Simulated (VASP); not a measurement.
Runs of VASP 6.6.1 on MgS. Symmetry: F-43m, No. 216, cubic system. Conventional cell: a = 5.666 Å, b = 5.666 Å, c = 5.666 Å, α = 90.00°, β = 90.00°, γ = 90.00°. S (site symmetry -43m) is surrounded by 4 Mg at 2.45 Å. Mg (site symmetry -43m) has 4 S at 2.45 Å as nearest neighbours. The cell comes from a database or a generator and needn't be the stable form of this composition.

```csv
task,level,potentials or basis,cell,cutoff (eV),smearing,other keys,gap on the mesh (eV),pressure (GPa)
single point,LDA,"VASP PAW LDA potentials, release 54 (S, Mg)",as given,520,gaussian 0.05 eV,-,3.18,-2.5
single point,LDA,"VASP PAW LDA potentials, release 64 (S, Mg)",as given,500,gaussian 0.05 eV,-,3.18,-2.5
optical spectrum,BLYP+D4,"VASP PAW PBE potentials, release 54 (S, Mg)",as given,520,gaussian 0.1 eV,PREC = Normal; ISYM = 1,3.59,-1.4
core levels,r2SCAN,"VASP PAW PBE potentials, release 64 (S, Mg)",as given,520,fermi-dirac 0.1 eV,-,4.12,(b)
relaxation of cell and atoms,PBE+TS-HI,"VASP PAW PBE potentials, release 64 (S, Mg_pv)",relaxed from: volume scaled by 1.04,600,fermi-dirac 0.1 eV,-,(a),0.0
```

Alike in all rows: no spin polarisation; k mesh 8 × 8 × 8.

Fill in the values left out.

(a) 3.47; (b) -0.4.

Caveats: the PAW data sets were made with another functional, which shifts forces and pressure a little (some runs); spectra need much finer meshes, so this one isn't converged (some runs); these spectra lack excitons (some runs).

A k mesh can miss the band edges.

The runs don't all hold the same shells in valence.
